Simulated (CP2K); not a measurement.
Crystal: ZrS2.

```
Zr S
1.0
     3.69138    0.00000    0.00000
    -1.84569    3.19683    0.00000
     0.00000    0.00000    6.04108
Zr S
1 2
Direct
  0.00000 0.00000 0.00000
  0.33333 0.66667 0.23791
  0.66667 0.33333 0.76209
```

The cell is a database's computed one.

Base run:

```yaml
Program: CP2K 2026.2
Functional: PBE
Potentials_or_basis: GTH_POTENTIALS Zr GTH-PBE-q12, S GTH-PBE-q6; DZVP-MOLOPT-SR-GTH basis
Density_cutoff: 6123 eV
k_mesh: 6 × 6 × 4
Occupations: fermi-dirac, width 0.05 eV
Spin: no spin polarisation
Hubbard_terms: Zr d U = 4.0 eV
```

Its results: band gap on the k mesh 1.78 eV, indirect (least direct gap 2.14 eV); largest force 0.027 eV/Å.

The run is repeated on the same cell with these changes: hubbard terms from Zr d U = 4.0 eV to Zr d U = 6.0 eV. What comes out?

Band gap on the k mesh 2.18 eV, indirect (least direct gap 2.48 eV); largest force 0.025 eV/Å.

Caveats: this program's U acts on Mulliken populations of all basis functions of the shell, so it isn't the U of plane-wave codes; energies scatter by some meV and the pressure isn't listed; the basis of atomic orbitals isn't converged, which shifts pressures, moduli and gaps.

A k mesh can miss the band edges.
